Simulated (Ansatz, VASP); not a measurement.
# One calculation of Sb, two programs

File INCAR:

```
SYSTEM = Sb
ALGO = Normal ; EDIFF = 1E-7
ENCUT = 520 ; GGA = PE
ISIF = 2 ; ISMEAR = -1
LASPH = .TRUE. ; LCHARG = .FALSE.
LREAL = .FALSE. ; LWAVE = .FALSE.
NBANDS = 8 ; NELM = 80
PREC = Accurate ; SIGMA = 0.05
```

KPOINTS

```
k-points
0
G
  10 10 10
  0 0 0
```

POSCAR

```
Sb
1.0
    0.0000000000      2.3553276627      2.3553276627
    2.3553276627      0.0000000000      2.3553276627
    2.3553276627      2.3553276627      0.0000000000
Sb
1
Direct
    0.0000000000      0.0000000000      0.0000000000
```

File input.yaml:

```yaml
crystal:
  lattice:
    - [0.0, 2.3553276627, 2.3553276627]
    - [2.3553276627, 0.0, 2.3553276627]
    - [2.3553276627, 2.3553276627, 0.0]
  atoms:
    - { symbol: Sb, position: [0.0, 0.0, 0.0] }
hamiltonian:
  xc: pbe
  pseudopotentials: { kind: paw, azcp: { folder: soft_1 } }
kpoints:
  mp_grid: { grid: [10, 10, 10] }
scf:
  occupations: { method: fermi_dirac, width: 0.05 }
output:
  forces: true
  stress: true
  eigenvalues: true
```

This isn't the form of Sb at room conditions, which is rhombohedral.

Alike in both runs: task single point; functional PBE; k mesh 10 × 10 × 10; occupations fermi-dirac, width 0.05 eV; no spin polarisation.

|  | VASP | Ansatz |
| --- | --- | --- |
| version | VASP 6.6.1 | Ansatz 0.2.0 |
| potentials or method | VASP PAW PBE potentials, release 64 (Sb) | Ansatz PAW soft_1 |
| plane-wave cutoff (eV) | 520 | 420 |
| valence electrons in the cell | 5 | 15 |

```tsv
	VASP	Ansatz	Ansatz less VASP
gap on the k mesh at the Fermi level (eV)	none	none	-
pressure (GPa)	3.1	3.2	+0.15
```

A gap of «none» marks a metal or a gap that the smearing closes. The two sets of potentials don't hold the same shells in valence.

Spin-orbit coupling is left out, which matters for the levels of Sb.
